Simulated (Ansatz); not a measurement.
A relaxation computed with Ansatz, from input to last step.

```yaml
crystal:
  lattice:
    - [3.1054744467, 0.0, 0.0]
    - [-1.5527372233, 2.6894197616, 0.0]
    - [0.0, 0.0, 5.3374070152]
  atoms:
    - { symbol: Zn, position: [0.6666666667, 0.3333333333, 0.5055296292] }
    - { symbol: Zn, position: [0.3333333333, 0.6666666667, 0.0055296292] }
    - { symbol: O, position: [0.6666666667, 0.3333333333, 0.8747803708] }
    - { symbol: O, position: [0.3333333333, 0.6666666667, 0.3747803708] }
basis:
  ecutwfc: 500
kpoints:
  mp_grid: { grid: [12, 12, 6] }
hamiltonian:
  xc: r2scan
scf:
  occupations: { method: gaussian, width: 0.02 }
output:
  forces: true
  stress: true
  eigenvalues: true
relax:
  adjacent_minimum: "off"
  f_tol: 0.008
  max_steps: 40
  cell: { stress_tol: 0.015, fix: [a, b, gamma] }
```

```bash
ansatz run input.yaml --threads 1 --pin off --max-ram 2560MiB --backend cpu --events-out ev --progress --plain --runs-dir out
```

These are results of DFT r2SCAN, scalar-relativistic, plane waves, PAW in Ansatz 0.2.0, not measurements.

Of 6 frames 6 are shown, positions in Å and forces in eV/Å; the SCF threshold varies from step to step. Steps run on the plane waves of an earlier cell, with a Pulay correction in the pressure. The basis is chosen afresh for the last frame, the zero of the energies, and at times for earlier ones too; energy and pressure step there, also at an unchanged geometry.

```xyz
4
Lattice="3.1055 0.0000 0.0000 -1.5527 2.6894 0.0000 0.0000 0.0000 5.3374" Properties=species:S:1:pos:R:3:forces:R:3 pbc="T T T" step=1 free_energy_over_end_meV_per_atom=5.29 pressure_GPa=9.73
Zn    1.5527    0.8965    2.6982    0.0000    0.0000    0.3170
Zn    0.0000    1.7929    0.0295    0.0000    0.0000    0.3170
O     1.5527    0.8965    4.6691    0.0000    0.0000   -0.3170
O     0.0000    1.7929    2.0004    0.0000    0.0000   -0.3170
4
Lattice="3.1055 0.0000 0.0000 -1.5527 2.6894 0.0000 0.0000 0.0000 5.3717" Properties=species:S:1:pos:R:3:forces:R:3 pbc="T T T" step=2 free_energy_over_end_meV_per_atom=2.95 pressure_GPa=8.34
Zn    1.5527    0.8965    2.7220    0.0000    0.0000    0.2687
Zn    0.0000    1.7929    0.0361    0.0000    0.0000    0.2687
O     1.5527    0.8965    4.6927    0.0000    0.0000   -0.2695
O     0.0000    1.7929    2.0068    0.0000    0.0000   -0.2695
4
Lattice="3.1055 0.0000 0.0000 -1.5527 2.6894 0.0000 0.0000 0.0000 5.4012" Properties=species:S:1:pos:R:3:forces:R:3 pbc="T T T" step=3 free_energy_over_end_meV_per_atom=1.19 pressure_GPa=6.59
Zn    1.5527    0.8965    2.7662    0.0000    0.0000   -0.2014
Zn    0.0000    1.7929    0.0655    0.0000    0.0000   -0.2014
O     1.5527    0.8965    4.6892    0.0000    0.0000    0.2011
O     0.0000    1.7929    1.9886    0.0000    0.0000    0.2011
4
Lattice="3.1055 0.0000 0.0000 -1.5527 2.6894 0.0000 0.0000 0.0000 5.4169" Properties=species:S:1:pos:R:3:forces:R:3 pbc="T T T" step=4 free_energy_over_end_meV_per_atom=0.12 pressure_GPa=6.21
Zn    1.5527    0.8965    2.7649    0.0000    0.0000    0.0065
Zn    0.0000    1.7929    0.0565    0.0000    0.0000    0.0065
O     1.5527    0.8965    4.7120    0.0000    0.0000   -0.0065
O     0.0000    1.7929    2.0036    0.0000    0.0000   -0.0065
4
Lattice="3.1055 0.0000 0.0000 -1.5527 2.6894 0.0000 0.0000 0.0000 5.4148" Properties=species:S:1:pos:R:3:forces:R:3 pbc="T T T" step=5 free_energy_over_end_meV_per_atom=0.12 pressure_GPa=6.28
Zn    1.5527    0.8965    2.7640    0.0000    0.0000   -0.0001
Zn    0.0000    1.7929    0.0566    0.0000    0.0000   -0.0001
O     1.5527    0.8965    4.7101    0.0000    0.0000    0.0001
O     0.0000    1.7929    2.0027    0.0000    0.0000    0.0001
4
Lattice="3.1055 0.0000 0.0000 -1.5527 2.6894 0.0000 0.0000 0.0000 5.4148" Properties=species:S:1:pos:R:3:forces:R:3 pbc="T T T" step=6 free_energy_over_end_meV_per_atom=0.00 pressure_GPa=6.28
Zn    1.5527    0.8965    2.7640    0.0000    0.0000   -0.0001
Zn    0.0000    1.7929    0.0566    0.0000    0.0000   -0.0001
O     1.5527    0.8965    4.7101    0.0000    0.0000    0.0001
O     0.0000    1.7929    2.0027    0.0000    0.0000    0.0001
```

The run took 2.2 min on 1 thread of Intel(R) Xeon(R) Platinum 8259CL CPU @ 2.50GHz (Skylake/Cascade Lake), with other jobs on the host, peak memory 0.56 GiB.